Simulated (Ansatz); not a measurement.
# One structure, 3 elements: TiC, ZrC, HfC

Plane-wave DFT in Ansatz with scalar-relativistic PAW potentials, cutoff 420 eV, Γ-centred meshes chosen by cell and gap, Gaussian smearing with energies taken to zero width. Every cell was relaxed (cell and atoms) in a run of its own, within the symmetry of its start. Functional: PBE.

All members share space group Fm-3m and the same sites; only the element on one set of sites changes (Ti, Zr, Hf). Members needn't be the stable form of their composition. Energies over the elements, where given, are against the elements' standard states in the same functional (H₂, N₂, O₂ and halogens uncorrected, Hg as a solid). The first member:

Space group Fm-3m (No. 225). a = 4.333 Å, b = 4.333 Å, c = 4.333 Å, α = 90.00°, β = 90.00°, γ = 90.00°
| atom | site | symmetry | x | y | z |
| --- | --- | --- | --- | --- | --- |
| Ti | 4a | m-3m | 0.0000 | 0.0000 | 0.0000 |
| C | 4b | m-3m | 0.5000 | 0.0000 | 0.0000 |

Task: How do size, gap and binding change down the group?

Result:
| compound | V (Å³/atom) | a (Å) | energy over elements (eV/atom) |
| --- | --- | --- | --- |
| TiC | 10.17 | 4.333 | -0.830 |
| ZrC | 13.05 | 4.709 | -0.858 |
| HfC | 12.58 | 4.652 | -0.918 |

Over the series the volume has no steady trend down the group (least for Ti); all are metallic on the mesh; binding against the elements strengthens. Hf is no larger than Zr here (12.58 against 13.05 Å³/atom), as one expects from the lanthanide contraction and relativistic shrinking of 6s.

Spin-orbit coupling is left out, which matters for the bands of heavy elements.